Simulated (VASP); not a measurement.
Runs of VASP 6.6.1 on BeTe. The structure is cubic, space group F-43m (No. 216). The conventional cell has a = 5.540 Å, b = 5.540 Å, c = 5.540 Å, α = 90.00°, β = 90.00°, γ = 90.00°. Te (site symmetry -43m) is surrounded by 4 Be at 2.40 Å. Around Be (site symmetry -43m) lie 4 Te at 2.40 Å. 

```csv
task,level,potentials or basis,spin,cell,k mesh,cutoff (eV),smearing,gap on the mesh (eV),pressure (GPa),relaxed volume (Å³/atom)
relaxation of cell and atoms,LDA,"VASP PAW LDA potentials, release 64 (Te, Be)",off,relaxed,8 × 8 × 8,600,fermi-dirac 0.05 eV,1.78,0.0,21.51
band structure,LDA,"VASP PAW LDA potentials, release 64 (Te, Be)",off,as given,8 × 8 × 8,520,fermi-dirac 0.05 eV,1.75,-,-
relaxation of cell and atoms,PBE,"VASP PAW PBE potentials, release 64 (Te, Be)",off,relaxed,8 × 8 × 8,600,fermi-dirac 0.05 eV,2.02,0.0,(a)
relaxation of cell and atoms,PBEsol,"VASP PAW PBE potentials, release 64 (Te, Be)",off,relaxed,8 × 8 × 8,600,fermi-dirac 0.05 eV,1.83,0.0,22.10
band structure,PBE,"VASP PAW PBE potentials, release 64 (Te, Be)",off,as given,8 × 8 × 8,520,fermi-dirac 0.05 eV,1.85,-,-
single point,PBE,"VASP PAW PBE potentials, release 64 (Te, Be)",off,as given,8 × 8 × 8,520,gaussian 0.011 eV,1.85,4.5,-
band structure,PBEsol,"VASP PAW PBE potentials, release 64 (Te, Be)",off,as given,8 × 8 × 8,520,fermi-dirac 0.05 eV,(b),2.5,-
band structure,LDA,"VASP PAW LDA potentials, release 64 (Te, Be)","SOC, no magnetisation",as given,6 × 6 × 6,520,fermi-dirac 0.05 eV,-,0.9,-
band structure,PBE,"VASP PAW PBE potentials, release 64 (Te, Be)","SOC, no magnetisation",as given,6 × 6 × 6,520,fermi-dirac 0.05 eV,-,4.6,-
```

**Question.** Fill in the values left out.

**Answer.** (a) 22.76; (b) 1.73.

Caveats: spin-orbit coupling is left out, which moves the levels of the heavy elements (some runs); the PAW data sets were made with another functional, which shifts forces and pressure a little (some runs).

A k mesh can miss the band edges, and rows without SOC leave out spin-orbit coupling on Te.
